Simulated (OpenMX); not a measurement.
Runs of OpenMX 3.8.5 on GaN. It takes space group P6_3mc (No. 186, hexagonal). Conventional cell: a = 3.180 Å, b = 3.180 Å, c = 5.166 Å, α = 90.00°, β = 90.00°, γ = 120.00°. Ga (site symmetry 3m) has 4 N at 1.94 to 1.95 Å as nearest neighbours. N (site symmetry 3m) has 4 Ga at 1.94 to 1.95 Å as nearest neighbours. 

```tsv
task	level	potentials or basis	grid points, held for all volumes	max SCF cycles	gap on the mesh (eV)	pressure (GPa)	V0 of scaled cells (Å³/atom)	B0 (GPa)	largest force (eV/Å)
equation of state	PBE	OpenMX 2013 PBE set, Ga7.0-s3p2d2, N6.0-s2p2d1, fixed grid of 36 × 36 × 70 points	36 × 36 × 70	-	-	-	(a)	160	-
equation of state	LDA	OpenMX 2013 LDA set, Ga7.0-s3p2d2, N6.0-s2p2d1, fixed grid of 36 × 36 × 70 points	36 × 36 × 70	-	-	-	11.20	192	-
band structure	PBE	OpenMX 2013 PBE set, Ga7.0-s3p2d2f1, N6.0-s3p2d2, grid cutoff 500 Ry	-	100	1.99	9.2	-	-	0.12
band structure	PBE	OpenMX 2013 PBE set, Ga7.0-s3p2d2, N6.0-s2p2d1, grid cutoff 500 Ry	-	100	2.40	9.2	-	-	0.12
band structure	LDA	OpenMX 2013 LDA set, Ga7.0-s3p2d2, N6.0-s2p2d1, grid cutoff 500 Ry	-	100	2.43	-1.7	-	-	(b)
```

Alike in all rows: no spin polarisation; cell as given; k mesh 11 × 11 × 5; smearing fermi-dirac 0.05 eV.

Question: Estimate the missing entries.

Answer: (a) 11.90; (b) 0.11.

Caveats: the basis of atomic orbitals isn't converged, which shifts pressures, moduli and gaps; the basis has few d functions beyond the semicore shells, which can make volumes several per cent too large (some runs); volumes in these bases differ from converged ones by about 1 %, for some elements by several (some runs); the cell was scaled at fixed shape and fractional positions, which overstates the stiffness of a crystal with free parameters, most of all of layers and chains (some runs).

A k mesh can miss the band edges, and the runs leave out spin-orbit coupling on Ga.

Not every run made on this cell is shown here.
